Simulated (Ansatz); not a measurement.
TiO2: strain energy, fitted

TiO2, P4_2/mnm, a = 4.640 Å, c = 3.006 Å. The compound has several low-lying forms, and this is one of them. Ansatz: PBE+U, PAW, 420 eV, Γ-centred 6×6×10 mesh on 6 atoms, Gaussian smearing 0.02 eV; U_eff Ti 4.00 eV; no spin polarisation. Series: biaxial strain in the a-b plane, c and atoms relaxed; x is the strain in per cent. y is the free energy over the unstrained cell, V0 = 10.788 Å³/atom.

| x (%) | y (meV/atom) |
| --- | --- |
| -4.5 | ? |
| -3.0 | 22.10 |
| -1.5 | 5.36 |
| 0.0 | 0.00 |
| 1.5 | 4.92 |
| 3.0 | 18.93 |
| 4.5 | 40.60 |

Question: Fit y = c2 x² + c3 x³ to the other rows, turn c2 into a modulus, and predict the missing energy.

Answer: Least squares on the rows shown. y = 2.2770 x² − 0.060215 x³. In eV per unit strain² c2 is 22.77; M is the biaxial modulus (E = M V0 ε²): 22.77 × 160.2 / (10.788) = 338 GPa. At x = -4.5 the fit asked for gives 51.60 meV/atom. The run gave 51.07 meV/atom, so the fit is 0.53 meV/atom too high, 1 % of the span of the series, against an rms of 0.03 meV/atom on the fitted rows. The row lies outside the fitted range. With a term in x⁴ added, a fit to the same known rows predicts 51.32 meV/atom, which recovers part of the miss; the known rows don't hold the rest.